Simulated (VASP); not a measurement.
Wanted: the native input for a VASP 6.6.1 run.

| Item | Value |
| --- | --- |
| Task | Wannier functions by SCDM |
| Functional | PBE |
| Potentials or basis | VASP PAW PBE potentials, release 64 (Sb) |
| Cutoff | 520 eV |
| k mesh | 5 × 5 × 3 |
| Occupations | gaussian, width 0.02 eV |
| Spin | no spin polarisation |
| Further INCAR settings | ALGO = Normal; EDIFF = 1e-06; ISYM = -1 |

The system is Sb.

```
Sb
1.0
     3.35453    0.00000    0.00000
    -1.67727    2.90511    0.00000
     0.00000    0.00000    5.47016
Sb
2
Cartesian
  1.6773 0.9684 4.1026
  0.0000 1.9367 1.3675
```

This isn't the form of Sb at room conditions, which is rhombohedral.

These files were run (other wordings do the same):

POSCAR

```
Sb
1.0
    3.3545324186      0.0000000000      0.0000000000
   -1.6772662093      2.9051102923      0.0000000000
    0.0000000000      0.0000000000      5.4701606500
Sb
2
Direct
    0.6666666667      0.3333333333      0.7500000000
    0.3333333333      0.6666666667      0.2500000000
```

INCAR.step1

```
SYSTEM = Sb
ALGO     = Normal         ! electronic algorithm
EDIFF    = 1E-6           ! SCF threshold, eV
ENCUT    = 520            ! plane-wave cutoff, eV
GGA      = PE             ! functional
ISIF     = 2              ! what is computed and relaxed
ISMEAR   = 0              ! smearing method
LASPH    = .TRUE.         ! aspherical terms in the spheres
LCHARG   = .TRUE.         ! write CHGCAR
LREAL    = .FALSE.        ! projectors in reciprocal space
LWAVE    = .TRUE.         ! write WAVECAR
NELM     = 100            ! most SCF steps
PREC     = Accurate       ! precision mode
SIGMA    = 0.02           ! smearing width, eV
```

INCAR.step2

```
SYSTEM = Sb
ALGO     = Normal         ! electronic algorithm
EDIFF    = 1E-6           ! SCF threshold, eV
ENCUT    = 520            ! plane-wave cutoff, eV
GGA      = PE             ! functional
ICHARG   = 11             ! starting density
ISIF     = 2              ! what is computed and relaxed
ISMEAR   = 0              ! smearing method
ISTART   = 1            
ISYM     = -1           
LASPH    = .TRUE.         ! aspherical terms in the spheres
LCHARG   = .FALSE.        ! write CHGCAR
LREAL    = .FALSE.        ! projectors in reciprocal space
LSCDM    = .TRUE.       
LWAVE    = .FALSE.        ! write WAVECAR
NELM     = 100            ! most SCF steps
NUM_WANN = 5            
PREC     = Accurate       ! precision mode
SIGMA    = 0.02           ! smearing width, eV
```

KPOINTS

```
k-points
0
G
  5 5 3
  0 0 0
```

KPOINTS_OPT

```
path GMKGALHA,LM,KH
12
line-mode
reciprocal
 0.0000000000  0.0000000000  0.0000000000  G
 0.5000000000  0.0000000000  0.0000000000  M

 0.5000000000  0.0000000000  0.0000000000  M
 0.3333333333  0.3333333333  0.0000000000  K

 0.3333333333  0.3333333333  0.0000000000  K
 0.0000000000  0.0000000000  0.0000000000  G

 0.0000000000  0.0000000000  0.0000000000  G
 0.0000000000  0.0000000000  0.5000000000  A

 0.0000000000  0.0000000000  0.5000000000  A
 0.5000000000  0.0000000000  0.5000000000  L

 0.5000000000  0.0000000000  0.5000000000  L
 0.3333333333  0.3333333333  0.5000000000  H

 0.3333333333  0.3333333333  0.5000000000  H
 0.0000000000  0.0000000000  0.5000000000  A

 0.5000000000  0.0000000000  0.5000000000  L
 0.5000000000  0.0000000000  0.0000000000  M

 0.3333333333  0.3333333333  0.0000000000  K
 0.3333333333  0.3333333333  0.5000000000  H
```

KPOINTS_WAN

```
path GMKGALHA,LM,KH
12
line-mode
reciprocal
 0.0000000000  0.0000000000  0.0000000000  G
 0.5000000000  0.0000000000  0.0000000000  M

 0.5000000000  0.0000000000  0.0000000000  M
 0.3333333333  0.3333333333  0.0000000000  K

 0.3333333333  0.3333333333  0.0000000000  K
 0.0000000000  0.0000000000  0.0000000000  G

 0.0000000000  0.0000000000  0.0000000000  G
 0.0000000000  0.0000000000  0.5000000000  A

 0.0000000000  0.0000000000  0.5000000000  A
 0.5000000000  0.0000000000  0.5000000000  L

 0.5000000000  0.0000000000  0.5000000000  L
 0.3333333333  0.3333333333  0.5000000000  H

 0.3333333333  0.3333333333  0.5000000000  H
 0.0000000000  0.0000000000  0.5000000000  A

 0.5000000000  0.0000000000  0.5000000000  L
 0.5000000000  0.0000000000  0.0000000000  M

 0.3333333333  0.3333333333  0.0000000000  K
 0.3333333333  0.3333333333  0.5000000000  H
```

Potentials or basis: VASP PAW PBE potentials, release 64 (Sb).

Run with:

```console
$ cat potpaw_PBE.64/Sb/POTCAR > POTCAR
$ cp INCAR.step1 INCAR
$ mpirun -np 1 vasp_std > vasp.out
$ cp INCAR.step2 INCAR
$ mpirun -np 1 vasp_std > vasp.out
```

It gave:

| Item | Value |
| --- | --- |
| Band gap along the path | none (metal or under the smearing width) |

Caveat: the k mesh is coarse (spacing up to 0.43 Å⁻¹), so the values aren't converged; spin-orbit coupling is left out, which moves the levels of the heavy elements.

It took 38 s on 1 thread of Intel(R) Xeon(R) Platinum 8375C CPU @ 2.90GHz (Ice Lake) (shared host), peak memory 0.2 GiB.
